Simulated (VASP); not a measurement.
# NaH (Fm-3m) in VASP: settings compared, part 2 of 2

VASP 6.6.1. Earlier steps stand in the parts before.

## Step 4: Single point, PBEsol

The input, INCAR:

```
  PREC = Accurate
  ENCUT = 520
  EDIFF = 1E-6
  ISMEAR = 0
  SIGMA = 0.5
  LREAL = False
  LASPH = True
  NELM = 80
  ALGO = Fast
  ISIF = 2
  LWAVE = False
  LCHARG = False
  GGA = PS
```

The input, KPOINTS:

```
regular mesh
0
Gamma
  8 8 8
```

The input, POSCAR:

```
NaH
1.0
    0.0000000000      2.3939900000      2.3939900000
    2.3939900000      0.0000000000      2.3939900000
    2.3939900000      2.3939900000      0.0000000000
Na H
1 1
Direct
    0.0000000000      0.0000000000      1.0000000000
    0.5000000000      0.5000000000      0.5000000000
```

Command:

```sh
$ cat potpaw_PBE.64/Na_pv/POTCAR potpaw_PBE.64/H/POTCAR > POTCAR
$ mpirun -np 1 vasp_std > vasp.out
```

Run time: 7.6 s. Hardware: 1 thread of Intel Xeon Platinum 8488C (Sapphire Rapids), shared host; peak memory 0.14 GiB.

The run converged. Its results:

| Property | Result |
| --- | --- |
| Free energy | -5.0859 eV |
| Pressure | 0.1 GPa |
| Band gap on the k mesh | 3.61 eV, indirect (least direct gap 4.52 eV) |

Levels at points of the mesh, in eV from the valence-band top:
```tsv
k point	band 1	band 2	band 3	band 4	band 5	band 6	band 7	band 8
(0.00, 0.00, 0.00)	-21.95	-21.95	-21.95	-3.80	10.66	15.60	15.60	15.60
(0.50, 0.00, 0.00)	-22.06	-21.97	-21.97	-0.91	3.61	10.82	13.40	13.40
(0.50, 0.50, 0.00)	-22.05	-21.99	-21.99	-0.19	4.46	9.87	10.67	10.67
```

Caveat: the PAW data sets were made with another functional, which shifts forces and pressure a little. A k mesh can miss the band edges.

## Step 5: Single point, PBEsol

Edit INCAR of step 4 so:

```diff
@@ -1,6 +1,6 @@
   PREC = Accurate
-  ENCUT = 520
+  ENCUT = 900
   EDIFF = 1E-6
   ISMEAR = 0
-  SIGMA = 0.5
+  SIGMA = 0.02
   LREAL = False
```

KPOINTS is that of step 4.

POSCAR is that of step 4.

Potentials or basis: VASP PAW PBE potentials, release 64 (Na_pv, H_h).

Command:

```sh
$ cat potpaw_PBE.64/Na_pv/POTCAR potpaw_PBE.64/H_h/POTCAR > POTCAR
$ mpirun -np 1 vasp_std > vasp.out
```

OUTCAR:

```text
PREC = Accurate
   ENCUT = 900
   EDIFF = 1E-6
   ISMEAR = 0
   LREAL = False
   LASPH = True
   NELM = 80
   ISIF = 2
   GGA = PS

 ion  position               nearest neighbor table
   1  0.000  0.000  0.000-
   2  0.500  0.500  0.500-

  LATTYP: Found a face centered cubic cell.
 ALAT       =     4.7879800000

  Lattice vectors:

 A1 = (   0.0000000000,   2.3939900000,   2.3939900000)
 A2 = (   2.3939900000,   0.0000000000,   2.3939900000)
 A3 = (   2.3939900000,   2.3939900000,   0.0000000000)

Analysis of symmetry for initial positions (statically):
=====================================================================
 Subroutine PRICEL returns:
 Original cell was already a primitive cell.

 Routine SETGRP: Setting up the symmetry group for a
 face centered cubic supercell.

 Subroutine GETGRP returns: Found 48 space group operations
 (whereof 48 operations were pure point group operations)
 out of a pool of 48 trial point group operations.

The static configuration has the point symmetry O_h .

Analysis of symmetry for dynamics (positions and initial velocities):
[... 168 lines left out ...]

 k-point     1 :       0.0000    0.0000    0.0000
  band No.  band energies     occupation
      1     -22.9574      2.00000
      2     -22.9574      2.00000
      3     -22.9574      2.00000
      4      -4.8082      2.00000
      5       9.6564      0.00000
      6      14.5992      0.00000
      7      14.5992      0.00000
      8      14.5992      0.00000
[... 243 lines left out ...]
 k-point    24 :      -0.3750    0.2500    0.1250
  band No.  band energies     occupation
      1     -23.0472      2.00000
      2     -22.9963      2.00000
      3     -22.9785      2.00000
      4      -1.5217      2.00000
      5       3.3967      0.00000
      6       6.7302      0.00000
      7      10.0288      0.00000
      8      14.0349      0.00000

 [... further k-points ...]

------------------------ aborting loop because EDIFF is reached ----------------------------------------

  FORCE on cell =-STRESS in cart. coord.  units (eV):
  Direction    XX          YY          ZZ          XY          YZ          ZX
  --------------------------------------------------------------------------------------
  -------------------------------------------------------------------------------------
  Total        0.0085924      0.0085924      0.0085924      0.0000000      0.0000000      0.0000000
  in kB        0.5016833      0.5016833      0.5016833      0.0000000      0.0000000      0.0000000
  external PRESSURE =       0.5016833 kB  Pullay stress =       0.0000000 kB

 VOLUME and BASIS-vectors are now :
 -----------------------------------------------------------------------------
  energy-cutoff  :      900.00
  volume of cell :       27.44
      direct lattice vectors                 reciprocal lattice vectors
     0.000000000  2.393990000  2.393990000    -0.208856344  0.208856344  0.208856344
     2.393990000  0.000000000  2.393990000     0.208856344 -0.208856344  0.208856344
     2.393990000  2.393990000  0.000000000     0.208856344  0.208856344 -0.208856344

 POSITION                                       TOTAL-FORCE (eV/Angst)
 -----------------------------------------------------------------------------------
      0.00000      0.00000      0.00000         0.000000      0.000000     -0.000000
      2.39399      2.39399      2.39399         0.000000      0.000000      0.000000
 -----------------------------------------------------------------------------------
    total drift:                               -0.000000      0.000000      0.000000

  FREE ENERGIE OF THE ION-ELECTRON SYSTEM (eV)
  ---------------------------------------------------
  free  energy   TOTEN  =        -5.0339484272 eV

  energy  without entropy=       -5.0339484272  energy(sigma->0) =       -5.03394843
```

OSZICAR:

```text
N       E                     dE             d eps       ncg     rms          rms(c)
DAV:   1     0.259685040275E+02    0.25969E+02   -0.61679E+03   464   0.149E+03
DAV:   2    -0.463168845369E+01   -0.30600E+02   -0.30131E+02   504   0.157E+02
DAV:   3    -0.540796751369E+01   -0.77628E+00   -0.77628E+00   592   0.333E+01
DAV:   4    -0.541306645419E+01   -0.50989E-02   -0.50989E-02   616   0.263E+00
DAV:   5    -0.541307694084E+01   -0.10487E-04   -0.10487E-04   592   0.911E-02    0.294E+00
RMM:   6    -0.511387546361E+01    0.29920E+00   -0.12241E-01   554   0.278E+00    0.141E+00
RMM:   7    -0.503136772676E+01    0.82508E-01   -0.17386E-01   589   0.214E+00    0.339E-01
RMM:   8    -0.503366692429E+01   -0.22992E-02   -0.85062E-03   580   0.165E+00    0.921E-02
RMM:   9    -0.503394692276E+01   -0.28000E-03   -0.26225E-03   595   0.533E-01    0.345E-02
RMM:  10    -0.503393848510E+01    0.84377E-05   -0.34934E-04   616   0.343E-01    0.102E-02
RMM:  11    -0.503395134181E+01   -0.12857E-04   -0.12714E-04   593   0.163E-01    0.130E-02
RMM:  12    -0.503394765771E+01    0.36841E-05   -0.31479E-05   620   0.123E-01    0.142E-03
RMM:  13    -0.503394842719E+01   -0.76948E-06   -0.87119E-06   525   0.506E-02
   1 F= -.50339484E+01 E0= -.50339484E+01  d E =-.485672E-23
```

stdout:

```text
POSCAR found type information on POSCAR NaH
 POSCAR found :  2 types and       2 ions
 scaLAPACK will be used
 -----------------------------------------------------------------------------
|                                                                             |
|                                                                             |
|     You enforced a specific xc type in the INCAR file but a different       |
|     I HOPE YOU KNOW WHAT YOU ARE DOING!                                     |
|                                                                             |
 -----------------------------------------------------------------------------

 LDA part: xc-table for (Slater+PW92), standard interpolation
 POSCAR, INCAR and KPOINTS ok, starting setup
 FFT: planning ... GRIDC
 FFT: planning ... GRID_SOFT
 FFT: planning ... GRID
 WAVECAR not read
 entering main loop
```

Run time: 17 s. Hardware: 1 thread of Intel Xeon Platinum 8488C (Sapphire Rapids), shared host; peak memory 0.19 GiB.

Results:

```
Free energy            : -5.0339 eV
Pressure               : 0.1 GPa
Band gap on the k mesh : 3.61 eV, indirect (least direct gap 4.52 eV)
```

Caveat: the PAW data sets were made with another functional, which shifts forces and pressure a little. A k mesh can miss the band edges.

## Step 6: Single point, r2SCAN

The input, INCAR:

```
  PREC = Accurate
  ENCUT = 520
  EDIFF = 1E-6
  ISMEAR = 0
  SIGMA = 0.02
  LREAL = False
  LASPH = True
  NELM = 80
  ALGO = Normal
  ISIF = 2
  LWAVE = False
  LCHARG = False
  METAGGA = R2SCAN
  LMIXTAU = True
```

KPOINTS is that of step 5.

POSCAR is that of step 5.

Potentials or basis: VASP PAW PBE potentials, release 64 (Na_pv, H).

Command:

```sh
$ cat potpaw_PBE.64/Na_pv/POTCAR potpaw_PBE.64/H/POTCAR > POTCAR
$ mpirun -np 1 vasp_std > vasp.out
```

Run time: 27 s. Hardware: 1 thread of Intel Xeon Platinum 8488C (Sapphire Rapids), shared host; peak memory 0.15 GiB.

The run converged. Its results:

```
Free energy            : -7.6027 eV
Pressure               : -0.2 GPa
Band gap on the k mesh : 4.42 eV, indirect (least direct gap 5.27 eV)
```

Levels at points of the mesh, in eV from the valence-band top:
| k point | band 2 | band 3 | band 4 | band 5 | band 6 | band 7 |
| --- | --- | --- | --- | --- | --- | --- |
| (0.00, 0.00, 0.00) | -22.85 | -22.85 | -3.63 | 11.70 | 16.56 | 16.56 |
| (0.50, 0.00, 0.00) | -22.86 | -22.86 | -0.85 | 4.42 | 11.89 | 14.09 |
| (0.50, 0.50, 0.00) | -22.88 | -22.88 | -0.17 | 5.25 | 10.81 | 11.57 |

Caveat: the PAW data sets were made with another functional, which shifts forces and pressure a little. A k mesh can miss the band edges.

## Step 7: The runs side by side

| level | potentials or basis | k mesh | cutoff (eV) | smearing | further INCAR settings | gap on the mesh (eV) | pressure (GPa) |
| --- | --- | --- | --- | --- | --- | --- | --- |
| PBEsol | VASP PAW PBE potentials, release 64 (Na_pv, H) | 8 × 8 × 8 | 700 | gaussian 0.02 eV | ALGO = Fast; EDIFF = 1e-06 | 3.61 | 0.1 |
| PBEsol | VASP PAW PBE potentials, release 64 (Na_pv, H) | 12 × 12 × 12 | 520 | gaussian 0.02 eV | ALGO = Fast; EDIFF = 1e-06 | 3.61 | 0.1 |
| PBEsol | VASP PAW PBE potentials, release 64 (Na_pv, H) | 8 × 8 × 8 | 520 | gaussian 0.5 eV | ALGO = Fast; EDIFF = 1e-06 | 3.61 | 0.1 |
| PBEsol | VASP PAW PBE potentials, release 64 (Na_pv, H_h) | 8 × 8 × 8 | 900 | gaussian 0.02 eV | ALGO = Fast; EDIFF = 1e-06 | 3.61 | 0.1 |
| r2SCAN | VASP PAW PBE potentials, release 64 (Na_pv, H) | 8 × 8 × 8 | 520 | gaussian 0.02 eV | ALGO = Normal; EDIFF = 1e-06 | 4.42 | -0.2 |

Alike in all rows: task single point; no spin polarisation; cell as given.

Caveats: the PAW data sets were made with another functional, which shifts forces and pressure a little.

Total energies depend on the potentials used, so only differences within one code and one set of settings carry meaning.
